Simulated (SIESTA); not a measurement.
# SnSe under changes of volume

One of the cells (27.816 Å³/atom); the others are scaled copies at fixed shape and fractional positions:

```
Sn Se
1.0
     0.00000    3.02993    3.02993
     3.02993    0.00000    3.02993
     3.02993    3.02993    0.00000
Sn Se
1 1
Direct
  0.00000 0.00000 0.00000
  0.50000 0.50000 0.50000
```

Measurements of this composition are mostly on another form, of space group No. 62.

```yaml
Program: SIESTA 5.4.2
Functional: PBEsol
Potentials_or_basis: PseudoDojo 0.4 standard (PBEsol files)
Basis: DZP (energy shift 0.003 Ry; two zetas on semicore shells)
Grid_cutoff: 500 Ry
Energy_shift: 0.003 Ry
k_mesh: 8 × 8 × 8
Occupations: fermi-dirac, width 0.05 eV
Spin: no spin polarisation
```

```csv
volume (Å³/atom),energy over the lowest point (meV/atom),pressure (GPa),gap on the mesh (eV)
25.635,15.30,3.7,0.79
26.180,5.26,2.2,0.75
26.725,0.00,0.9,0.65
27.816,1.80,-1.4,0.47
28.362,8.07,-2.3,0.38
28.907,?,?,?
```

**Question.** What does the run at 28.907 Å³/atom give?

**Answer.** Energy over the lowest point 17.48 meV/atom; pressure -3.2 GPa; gap on the mesh 0.31 eV.

Worked out: A Birch-Murnaghan fit of order 3 (a polynomial in V^(-2/3)) to the other rows has its minimum at 27.13 Å³/atom with B0 = V·E''(V) = 57 GPa and B' = 4.4. It gives 17.40 meV/atom at 28.907 Å³/atom, against the run's 17.48, and -dE/dV = -3.2 GPa, against -3.2. A parabola through the other rows of the gap, of slope -6.06 eV per unit of ln V there, extrapolates to 0.26 eV, against the run's 0.31.

Energies are extrapolated to zero smearing.

Caveats: spin-orbit coupling is left out, which moves the levels of the heavy elements; the basis of atomic orbitals isn't converged, which shifts pressures, moduli and gaps.

A mesh can miss the band edges.
